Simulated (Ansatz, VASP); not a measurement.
Two plane-wave programs on MoS2

```
Mo S
1.0
     3.14919    0.00000    0.00000
    -1.57460    2.72728    0.00000
     0.00000    0.00000   12.08975
Mo S
2 4
Direct
  0.33333 0.66667 0.25000
  0.66667 0.33333 0.75000
  0.33333 0.66667 0.62049
  0.66667 0.33333 0.12049
  0.33333 0.66667 0.87951
  0.66667 0.33333 0.37951
```

Alike in both runs: functional PBE; dispersion D3(BJ); k mesh 10 × 10 × 4; occupations gaussian, width 0.05 eV; collinear spin.

Ansatz relaxed the structure, and its values are those at the end. VASP's run is a single point on that final structure, the one shown.

```csv
,VASP,Ansatz
version,VASP 6.6.1,Ansatz 0.2.0
potentials or method,"VASP PAW PBE potentials, release 64 (Mo_sv, S)","scalar-relativistic, plane waves, PAW"
plane-wave cutoff (eV),520,420
valence electrons in the cell,52,52
```

|  | VASP | Ansatz | Ansatz less VASP |
| --- | --- | --- | --- |
| gap on the k mesh at the Fermi level (eV) | 0.84 | 0.82 | -0.017 |
| least direct gap on the mesh (eV) | 1.91 | 1.90 | -0.004 |
| pressure (GPa) | -0.1 | 0.0 | +0.13 |
| rms of the force components (eV/Å) | 0.005 | 0.001 | -0.0041 |
| net moment per atom (μB) | 0.00 | 0.00 | 0.000 |

Ansatz warned: «seeded_moment_not_kept».

A k mesh can miss the band edges.
